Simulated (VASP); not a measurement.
# GaP (F-43m) in VASP: settings compared, part 2 of 3

VASP 6.6.1. The steps go on from the part before.

## 3. Band structure, PBE, spin-orbit coupling, no magnetisation

INCAR

```
PREC = Accurate ; ENCUT = 520
EDIFF = 1E-7 ; ISMEAR = 0
SIGMA = 0.02 ; LREAL = F
LASPH = T ; NELM = 100
ALGO = Fast ; ISIF = 2
LWAVE = F ; LCHARG = F
MAGMOM = 0 0 0 0 0 0 ; LORBIT = 11
LSORBIT = T ; GGA_COMPAT = F
GGA = PE ; NBANDS = 30
KPAR = 2
```

KPOINTS

```
regular mesh
0
Gamma
  6 6 6
```

POSCAR

```
GaP
1.0
    0.0000000000      2.7252500000      2.7252500000
    2.7252500000      0.0000000000      2.7252500000
    2.7252500000      2.7252500000      0.0000000000
Ga P
1 1
Direct
    0.0000000000      0.0000000000      0.0000000000
    0.7500000000      0.7500000000      0.7500000000
```

KPOINTS_OPT

```
path GXWKGLUWLK,UX
15
line-mode
reciprocal
 0.0000000000  0.0000000000  0.0000000000  G
 0.5000000000  0.0000000000  0.5000000000  X

 0.5000000000  0.0000000000  0.5000000000  X
 0.5000000000  0.2500000000  0.7500000000  W

 0.5000000000  0.2500000000  0.7500000000  W
 0.3750000000  0.3750000000  0.7500000000  K

 0.3750000000  0.3750000000  0.7500000000  K
 0.0000000000  0.0000000000  0.0000000000  G

 0.0000000000  0.0000000000  0.0000000000  G
 0.5000000000  0.5000000000  0.5000000000  L

 0.5000000000  0.5000000000  0.5000000000  L
 0.6250000000  0.2500000000  0.6250000000  U

 0.6250000000  0.2500000000  0.6250000000  U
 0.5000000000  0.2500000000  0.7500000000  W

 0.5000000000  0.2500000000  0.7500000000  W
 0.5000000000  0.5000000000  0.5000000000  L

 0.5000000000  0.5000000000  0.5000000000  L
 0.3750000000  0.3750000000  0.7500000000  K

 0.6250000000  0.2500000000  0.6250000000  U
 0.5000000000  0.0000000000  0.5000000000  X
```

Potentials or basis: VASP PAW PBE potentials, release 64 (Ga_d, P).

Command:

```console
$ cat potpaw_PBE.64/Ga_d/POTCAR potpaw_PBE.64/P/POTCAR > POTCAR
$ mpirun -np 2 vasp_ncl > vasp.out
```

OUTCAR:

```text
PREC = Accurate
   ENCUT = 520
   EDIFF = 1E-7
   ISMEAR = 0
   LREAL = F
   LASPH = T
   NELM = 100
   ISIF = 2
   LORBIT = 11
   LSORBIT = T
   GGA = PE

 ion  position               nearest neighbor table
   1  0.000  0.000  0.000-   2 2.36   2 2.36   2 2.36   2 2.36
   2  0.750  0.750  0.750-   1 2.36   1 2.36   1 2.36   1 2.36

  LATTYP: Found a face centered cubic cell.
 ALAT       =     5.4505000000

  Lattice vectors:

 A1 = (   0.0000000000,   2.7252500000,   2.7252500000)
 A2 = (   2.7252500000,   0.0000000000,   2.7252500000)
 A3 = (   2.7252500000,   2.7252500000,   0.0000000000)

Analysis of symmetry for initial positions (statically):
=====================================================================
 Subroutine PRICEL returns:
 Original cell was already a primitive cell.

 Routine SETGRP: Setting up the symmetry group for a
 face centered cubic supercell.

 Subroutine GETGRP returns: Found 24 space group operations
 (whereof 24 operations were pure point group operations)
 out of a pool of 48 trial point group operations.

The static configuration has the point symmetry T_d .

Analysis of symmetry for dynamics (positions and initial velocities):
=====================================================================
 Subroutine PRICEL returns:
 Original cell was already a primitive cell.

 Routine SETGRP: Setting up the symmetry group for a
 face centered cubic supercell.

 Subroutine GETGRP returns: Found 24 space group operations
 (whereof 24 operations were pure point group operations)
 out of a pool of 48 trial point group operations.

The dynamic configuration has the point symmetry T_d .

Analysis of structural, dynamic, and magnetic symmetry:
=====================================================================
 Subroutine PRICEL returns:
 Original cell was already a primitive cell.

 Routine SETGRP: Setting up the symmetry group for a
 face centered cubic supercell.

 Subroutine GETGRP returns: Found 24 space group operations
 (whereof 24 operations were pure point group operations)
 out of a pool of 48 trial point group operations.

The overall configuration has the point symmetry T_d .

 Subroutine INISYM returns: Found 24 space group operations
 (whereof 24 operations are pure point group operations),
 and found     1 'primitive' translations

----------------------------------------------------------------------------------------

                                     Primitive cell

  volume of cell :      40.4808

  direct lattice vectors                    reciprocal lattice vectors
     0.000000000  2.725250000  2.725250000    -0.183469406  0.183469406  0.183469406
     2.725250000  0.000000000  2.725250000     0.183469406 -0.183469406  0.183469406
     2.725250000  2.725250000  0.000000000     0.183469406  0.183469406 -0.183469406

[... 127 lines left out ...]
  ext. energy  EPLUGINS =         0.00000000
  ---------------------------------------------------
  free energy    TOTEN  =        -9.10861523 eV

  energy without entropy =       -9.10861523  energy(sigma->0) =       -9.10861523

 E-fermi :   4.8002     XC(G=0):  -9.8298

 val. band max:        4.6862183245   @ k =   0.0000   0.0000   0.0000
 cond. band min:       6.3098558548   @ k =   0.5000   0.5000   0.0000
 fundamental gap:      1.6236375302
 Fermi energy:         4.8002176418

 k-point     1 :       0.0000    0.0000    0.0000
  band No.  band energies     occupation
      1     -10.1369      1.00000
      2     -10.1369      1.00000
      3     -10.1369      1.00000
      4     -10.1369      1.00000
      5      -9.7191      1.00000
      6      -9.7191      1.00000
[... 715 lines left out ...]
     29      16.5378      0.00000
     30      16.5960      0.00000

------------------------ aborting loop because EDIFF is reached ----------------------------------------

  FORCE on cell =-STRESS in cart. coord.  units (eV):
  Direction    XX          YY          ZZ          XY          YZ          ZX
  --------------------------------------------------------------------------------------
  -------------------------------------------------------------------------------------
  Total        0.6278094      0.6278094      0.6278094      0.0000000      0.0000000      0.0000000
  in kB       24.8478798     24.8478798     24.8478798      0.0000000      0.0000000      0.0000000
  external PRESSURE =      24.8478798 kB  Pullay stress =       0.0000000 kB

 VOLUME and BASIS-vectors are now :
 -----------------------------------------------------------------------------
  energy-cutoff  :      520.00
  volume of cell :       40.48
      direct lattice vectors                 reciprocal lattice vectors
     0.000000000  2.725250000  2.725250000    -0.183469406  0.183469406  0.183469406
     2.725250000  0.000000000  2.725250000     0.183469406 -0.183469406  0.183469406
     2.725250000  2.725250000  0.000000000     0.183469406  0.183469406 -0.183469406

 POSITION                                       TOTAL-FORCE (eV/Angst)
 -----------------------------------------------------------------------------------
      0.00000      0.00000      0.00000         0.000000     -0.000000     -0.000000
      4.08788      4.08788      4.08788        -0.000000      0.000000      0.000000
 -----------------------------------------------------------------------------------
    total drift:                               -0.000000     -0.000000     -0.000000

  FREE ENERGIE OF THE ION-ELECTRON SYSTEM (eV)
  ---------------------------------------------------
  free  energy   TOTEN  =        -9.1086152281 eV

  energy  without entropy=       -9.1086152281  energy(sigma->0) =       -9.10861523

 Spin-Orbit-Coupling matrix elements

 Ion:    1  E_soc:     -0.0117241
 l=   1
     0.0000000    -0.0011012    -0.0011012
    -0.0011012     0.0000000    -0.0011012
    -0.0011012    -0.0011012     0.0000000
 l=   2
     0.0000000    -0.0001739     0.0000000    -0.0001739    -0.0006789
    -0.0001739     0.0000000    -0.0005092    -0.0001739    -0.0001697
     0.0000000    -0.0005092     0.0000000    -0.0005092     0.0000000
    -0.0001739    -0.0001739    -0.0005092     0.0000000    -0.0001697
    -0.0006789    -0.0001697     0.0000000    -0.0001697     0.0000000
 l=   3
     0.0000000     0.0000000     0.0000000     0.0000000     0.0000000     0.0000000     0.0000000
     0.0000000     0.0000000     0.0000000     0.0000000     0.0000000     0.0000000     0.0000000
     0.0000000     0.0000000     0.0000000     0.0000000     0.0000000     0.0000000     0.0000000
     0.0000000     0.0000000     0.0000000     0.0000000     0.0000000     0.0000000     0.0000000
     0.0000000     0.0000000     0.0000000     0.0000000     0.0000000     0.0000000     0.0000000
     0.0000000     0.0000000     0.0000000     0.0000000     0.0000000     0.0000000     0.0000000
     0.0000000     0.0000000     0.0000000     0.0000000     0.0000000     0.0000000     0.0000000

 Ion:    2  E_soc:     -0.0008822
 l=   1
     0.0000000    -0.0001470    -0.0001470
    -0.0001470     0.0000000    -0.0001470
    -0.0001470    -0.0001470     0.0000000
 l=   2
     0.0000000     0.0000000     0.0000000     0.0000000     0.0000000
     0.0000000     0.0000000     0.0000000     0.0000000     0.0000000
     0.0000000     0.0000000     0.0000000     0.0000000     0.0000000
     0.0000000     0.0000000     0.0000000     0.0000000     0.0000000
     0.0000000     0.0000000     0.0000000     0.0000000     0.0000000
 l=   3
     0.0000000     0.0000000     0.0000000     0.0000000     0.0000000     0.0000000     0.0000000
     0.0000000     0.0000000     0.0000000     0.0000000     0.0000000     0.0000000     0.0000000
     0.0000000     0.0000000     0.0000000     0.0000000     0.0000000     0.0000000     0.0000000
     0.0000000     0.0000000     0.0000000     0.0000000     0.0000000     0.0000000     0.0000000
     0.0000000     0.0000000     0.0000000     0.0000000     0.0000000     0.0000000     0.0000000
     0.0000000     0.0000000     0.0000000     0.0000000     0.0000000     0.0000000     0.0000000
     0.0000000     0.0000000     0.0000000     0.0000000     0.0000000     0.0000000     0.0000000

 total charge

# of ion       s       p       d       tot
------------------------------------------
    1        0.859   0.850  10.013  11.722
    2        1.019   1.528   0.000   2.547
--------------------------------------------------
tot          1.878   2.378  10.013  14.269

 magnetization (x)

# of ion       s       p       d       tot
------------------------------------------
    1        0.000  -0.000   0.000  -0.000
    2        0.000   0.000   0.000   0.000
--------------------------------------------------
tot          0.000  -0.000   0.000  -0.000

 magnetization (y)

# of ion       s       p       d       tot
------------------------------------------
    1        0.000  -0.000  -0.000  -0.000
    2        0.000   0.000   0.000   0.000
--------------------------------------------------
tot          0.000  -0.000  -0.000  -0.000

 magnetization (z)

# of ion       s       p       d       tot
------------------------------------------
    1       -0.000   0.000   0.000   0.000
    2        0.000   0.000   0.000   0.000
--------------------------------------------------
tot          0.000   0.000   0.000   0.000
```

It took 2.3 min on 2 MPI ranks of Intel Xeon Platinum 8488C (Sapphire Rapids), shared host; peak memory 0.31 GiB.

What came out:

| Quantity | Value |
| --- | --- |
| Free energy | -9.1086 eV |
| Pressure | 2.5 GPa |
| Valence electrons inside the program's atomic spheres | Ga 11.72; P 2.55 |

(Continued in part 3 of 3.)
